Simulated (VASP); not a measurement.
Input of a VASP 6.6.1 run:

INCAR

```
ALGO = Fast
EDIFF = 1E-7
EDIFFG = -0.01
ENCUT = 600
GGA = PS
IBRION = 2
ISIF = 4
ISMEAR = 1
LASPH = True
LCHARG = False
LREAL = False
LWAVE = False
NELM = 80
NSW = 40
PREC = Accurate
SIGMA = 0.1
```

KPOINTS

```
k-points
0
Gamma
  15 15 7
```

File POSCAR:

```
Mg                                      
1.0
    3.1293124474      0.0000000000      0.0000000000
   -1.5646562237      2.7100640758      0.0000000000
    0.0000000000      0.0000000000      4.9851148419
  Mg            
     2
Direct
     0.3333333332999970    0.6666666667000030    0.2500000000000000
     0.6666666667000030    0.3333333332999970    0.7500000000000000
```

Potentials or basis: VASP PAW PBE potentials, release 64 (Mg).

Run with:

```sh
$ cat potpaw_PBE.64/Mg/POTCAR > POTCAR
$ mpirun -np 1 vasp_std > vasp.out
```

Problem. Estimate the band gap on the k mesh.

Solution. None (metal or under the smearing width).

Final structure:
```cif
data_structure
_symmetry_space_group_name_H-M 'P 1'
_symmetry_Int_Tables_number 1
_cell_length_a 3.1293
_cell_length_b 3.1293
_cell_length_c 4.9851
_cell_angle_alpha 90.000
_cell_angle_beta 90.000
_cell_angle_gamma 120.000
_cell_volume 42.28
loop_
_atom_site_label
_atom_site_type_symbol
_atom_site_fract_x
_atom_site_fract_y
_atom_site_fract_z
_atom_site_occupancy
Mg1 Mg 0.33333 0.66667 0.25000 1
Mg2 Mg 0.66667 0.33333 0.75000 1
```

Caveat: the relaxation stopped at its first step, so nothing moved.
